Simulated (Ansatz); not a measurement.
Rows from a G0W0 calculation on N on the S site (charge -1) in CdS (32-atom cell) (Ansatz 0.2.0; G0W0 on LDA, plane waves, PAW; PAW set soft_1; 2×2×2 mesh, 1185 empty bands, screening to 112 eV, PAW set soft_1 files), in eV. Spin-orbit coupling is left out.

```tsv
row	Σx	Σc	Vxc	Z
A	-8.80	-4.01	-13.37	0.73
B	-8.33	-4.13	-13.03	0.74
C	-20.49	2.31	-18.04	0.70
D	-9.11	-3.92	-13.58	0.73
E	-9.17	-3.48	-13.15	0.74
F	-21.20	2.65	-18.41	0.69
```

Q: Which rows are filled states and which are empty ones, and how can one tell?

Filled: C and F. Empty: A, B, D and E. The sign of Σc tells: for a filled state bare exchange, which holds its interaction with itself, lies below Vxc (Σx − Vxc is -2.5 eV or lower here) and screening gives part back as a positive Σc. For an empty state Σx lies above Vxc (+4.0 eV or more) and the Coulomb hole leaves Σc negative.

[Paths, hosts, dates, memory and timing lines, banners, echoed tables and standing remarks are left out of the program output.]

[Logs are printed without paths, hosts, clocks, repeated set-up lines and the standing remarks that a program may print on its own settings, such as how far it seeks lower states.]

[Runs of the session that timed out or met a known fault of the program may be left out.]

[Cells called generated may have been cut or substituted from an entry of the Crystallography Open Database or the Materials Project.]

[Hosts, paths, dates, database ids (printed as entryN), source tags and the programs' standing remarks are cut or masked in the printed files.]
